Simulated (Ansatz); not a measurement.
The guess for Be₃S₂ was made by a generator: 4-connected net, two elements spread over the vertices (C2, No. 5). Lengths were set from tabulated atomic sizes, so they are only a guess.

```cif
data_structure
_symmetry_space_group_name_H-M 'P 1'
_symmetry_Int_Tables_number 1
_cell_length_a 4.6012
_cell_length_b 4.6012
_cell_length_c 5.0624
_cell_angle_alpha 117.030
_cell_angle_beta 117.030
_cell_angle_gamma 90.000
_cell_volume 82.11
loop_
_atom_site_label
_atom_site_type_symbol
_atom_site_fract_x
_atom_site_fract_y
_atom_site_fract_z
_atom_site_occupancy
Be1 Be 0.00000 0.00000 0.00000 1
Be2 Be 0.99377 0.78778 0.57555 1
Be3 Be 0.21222 0.00623 0.42445 1
S1 S 0.21222 0.41822 0.42445 1
S2 S 0.58178 0.78778 0.57555 1
```

Method: DFT PBE, scalar-relativistic, plane waves, PAW in Ansatz 0.2.0. Cutoff 420 eV, Gaussian smearing, Γ-centred meshes. Cell and atoms relax first on a coarse mesh and then on a finer one. In between, the cell is made exact in the group found at 0.06 Å. In metals the finer mesh still leaves noise of several meV/atom or more. The steps can't lower the symmetry of their start. No spin polarisation.

A guess keeps its type if space group and coordination stay and the shape of the cell changes little (axis ratios within about 15 %, angles within 6°); the volume may change.

Problem. Does this structure survive the relaxation?

Solution. It doesn't keep its type. The symmetry goes from C2 (No. 5) to Imm2 (No. 44). The volume per atom shrinks by 2.1 %, from 16.4 to 16.1 Å³. The shortest distance goes from 1.90 Å (Be–S) to 1.99 Å (Be–S). Counting neighbours within 15 % of an atom's shortest distance, the start has Be 4, S 4 and the end Be 5/6, S 4. In detail, at the end Be on a site of symmetry mm2 is surrounded by 2 S at 1.99 Å and 4 Be at 2.23 Å; Be on a site of symmetry m has 3 S at 2.10–2.14 Å, 2 Be at 2.23 Å and 1 Be at 2.51 Å; S is surrounded by 4 Be at 1.99–2.14 Å.

```cif
data_structure
_symmetry_space_group_name_H-M 'Imm2'
_symmetry_Int_Tables_number 44
_cell_length_a 3.3772
_cell_length_b 7.7465
_cell_length_c 6.1438
_cell_angle_alpha 90.000
_cell_angle_beta 90.000
_cell_angle_gamma 90.000
_cell_volume 160.73
loop_
_atom_site_label
_atom_site_type_symbol
_atom_site_symmetry_multiplicity
_atom_site_Wyckoff_symbol
_atom_site_fract_x
_atom_site_fract_y
_atom_site_fract_z
_atom_site_occupancy
Be1 Be 2 b 0.00000 0.50000 0.03055 1
Be2 Be 4 d 0.50000 0.33797 0.90835 1
S1 S 4 d 0.00000 0.75451 0.07605 1
```

Formation energies are uncorrected and refer to the elements' standard structures at the same level.

Problem. At what energy does it end?

Solution. −0.48 eV/atom. A negative formation energy is needed for stability but isn't enough: competing phases decide.

The last run used a 12×12×12 mesh for its 5-atom cell and Gaussian smearing of 0.10 eV. The reference form of S is held partly by dispersion forces, which this level lacks. A later test with randomly moved atoms came back to the same energy, though modes that don't fit the test's cell weren't probed.

In counts of neighbours, a slash parts the counts of unlike sites.
